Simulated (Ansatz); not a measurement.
# Si: single points about a listed cell

Aim: see how energy, forces, stress and gap of Si answer to swapped elements, distortions that keep the symmetry, other functionals. Nothing is relaxed unless a step says so.

Program: Ansatz 0.2.0. Level of theory: DFT PBE, scalar-relativistic, plane waves, PAW, unless a step's input says otherwise. These are calculated values, not measurements.

## 1. The system as given

Symmetry: I4/mmm, No. 139, tetragonal system. Conventional cell: a = 6.651 Å, b = 6.651 Å, c = 3.845 Å, α = 90.00°, β = 90.00°, γ = 90.00°. Si (site symmetry m2m) has 4 Si at 2.34 to 2.38 Å as nearest neighbours.

Structure file:

```xyz
4
Lattice="-3.3254 3.3254 1.9224 3.3254 -3.3254 1.9224 3.3254 3.3254 -1.9224" Properties=species:S:1:pos:R:3 pbc="T T T"
Si    1.1892    1.1892    0.0000
Si    2.1363    2.1363    1.9224
Si    2.1363   -2.1363    1.9224
Si   -2.1363    2.1363    1.9224
```

The structure comes from the Materials Project (structure only).

## 2. Substitution of an element, cell strained: Si → C, first probe

Against the listed cell: C takes all sites of Si, and lengths are scaled by 0.811 as a first guess of the size; strain xx, yy, zz, yz, xz, xy = +2.7, +2.7, +2.7, +0.0, +0.0, +0.0 %.

input.yaml reads:

```yaml
crystal:
  lattice:
    - [-2.7697805245, 2.7697805245, 1.6011654075]
    - [2.7697805245, -2.7697805245, 1.6011654075]
    - [2.7697805245, 2.7697805245, -1.6011654075]
  atoms:
    - { symbol: C, position: [0.17880106, 0.17880106, 0.35760212] }
    - { symbol: C, position: [0.82119894, 0.82119894, 0.64239788] }
    - { symbol: C, position: [0.17880106, 0.82119894, 0.0] }
    - { symbol: C, position: [0.82119894, 0.17880106, 0.0] }
basis:
  ecutwfc: 420
kpoints:
  mp_grid: { grid: [6, 6, 6] }
hamiltonian:
  xc: pbe
scf:
  occupations: { method: gaussian, width: 0.1 }
output:
  forces: true
  stress: true
  eigenvalues: true
```

Launch:

```console
$ ansatz run input.yaml --threads 1 --pin off --max-ram 1331MiB --backend cpu --events-out ev --progress --plain --runs-dir out
```

## 3. Substitution of an element, cell strained: Si → C

input.yaml, as its differences from that of step 2:

```diff
@@ -13,3 +13,3 @@
 kpoints:
-  mp_grid: { grid: [6, 6, 6] }
+  mp_grid: { grid: [10, 10, 10] }
 hamiltonian:
@@ -17,3 +17,3 @@
 scf:
-  occupations: { method: gaussian, width: 0.1 }
+  occupations: { method: gaussian, width: 0.02 }
 output:
@@ -22 +22,2 @@
   eigenvalues: true
+  populations: true
```

## 4. Substitution of an element, cell strained: Si → C, first probe

input.yaml reads:

```yaml
crystal:
  lattice:
    - [-2.7808353799, 2.7808353799, 1.6075560409]
    - [2.7808353799, -2.7808353799, 1.6075560409]
    - [2.7808353799, 2.7808353799, -1.6075560409]
  atoms:
    - { symbol: C, position: [0.17880106, 0.17880106, 0.35760212] }
    - { symbol: C, position: [0.82119894, 0.82119894, 0.64239788] }
    - { symbol: C, position: [0.17880106, 0.82119894, 0.0] }
    - { symbol: C, position: [0.82119894, 0.17880106, 0.0] }
basis:
  ecutwfc: 420
kpoints:
  mp_grid: { grid: [6, 6, 6] }
hamiltonian:
  xc: pbe
scf:
  occupations: { method: gaussian, width: 0.1 }
output:
  forces: true
  stress: true
  eigenvalues: true
```

## 5. Substitution of an element, cell strained: Si → C

input.yaml, as its differences from that of step 4:

```diff
@@ -13,3 +13,3 @@
 kpoints:
-  mp_grid: { grid: [6, 6, 6] }
+  mp_grid: { grid: [10, 10, 10] }
 hamiltonian:
@@ -17,3 +17,3 @@
 scf:
-  occupations: { method: gaussian, width: 0.1 }
+  occupations: { method: gaussian, width: 0.02 }
 output:
```

## 6. Another functional, on a distorted cell: r2SCAN

input.yaml reads:

```yaml
crystal:
  lattice:
    - [-3.3388458305, 3.3388458305, 1.8724613044]
    - [3.3388458305, -3.3388458305, 1.8724613044]
    - [3.3388458305, 3.3388458305, -1.8724613044]
  atoms:
    - { symbol: Si, position: [0.1681692959, 0.1681692959, 0.3363385919] }
    - { symbol: Si, position: [0.8318307041, 0.8318307041, 0.6636614081] }
    - { symbol: Si, position: [0.1681692959, 0.8318307041, 0.0] }
    - { symbol: Si, position: [0.8318307041, 0.1681692959, 0.0] }
basis:
  ecutwfc: 500
kpoints:
  mp_grid: { grid: [10, 10, 10] }
hamiltonian:
  xc: r2scan
scf:
  occupations: { method: gaussian, width: 0.05 }
output:
  forces: true
  stress: true
  eigenvalues: true
```

## 7. A distortion that keeps the symmetry

input.yaml reads:

```yaml
crystal:
  lattice:
    - [-3.3074203819, 3.3074203819, 1.9696378995]
    - [3.3074203819, -3.3074203819, 1.9696378995]
    - [3.3074203819, 3.3074203819, -1.9696378995]
  atoms:
    - { symbol: Si, position: [0.1851801184, 0.1851801184, 0.3703602369] }
    - { symbol: Si, position: [0.8148198816, 0.8148198816, 0.6296397631] }
    - { symbol: Si, position: [0.1851801184, 0.8148198816, 0.0] }
    - { symbol: Si, position: [0.8148198816, 0.1851801184, 0.0] }
basis:
  ecutwfc: 420
kpoints:
  mp_grid: { grid: [10, 10, 10] }
hamiltonian:
  xc: pbe
scf:
  occupations: { method: gaussian, width: 0.05 }
output:
  forces: true
  stress: true
  eigenvalues: true
```

**Question.** What will these runs give? Wanted: for each run, case; energy; pressure; largest force.

**Answer**, as computed:

| step | case | energy (meV/atom) | pressure (GPa) | largest force (eV/Å) | gap on the mesh (eV) |
| --- | --- | --- | --- | --- | --- |
| 3 | substitution of an element, cell strained: Si → C | n/a | -64.7 | 0.55 | 0.85 |
| 5 | substitution of an element, cell strained: Si → C | n/a | -63.9 | 0.56 | 0.71 |
| 6 | another functional, on a distorted cell: r2SCAN | n/a | 4.2 | 2.76 | 0.00 |
| 7 | a distortion that keeps the symmetry | +0.0 | -0.3 | 1.29 | 0.00 |

Energies are counted from step 7, with the smearing taken to zero. Other atoms or functionals have another zero of energy (n/a). A gap of 0.00 means none on the mesh at this level.

These are semilocal Kohn-Sham gaps, which aren't the measured quantity. Such gaps usually fall short of the measured ones.
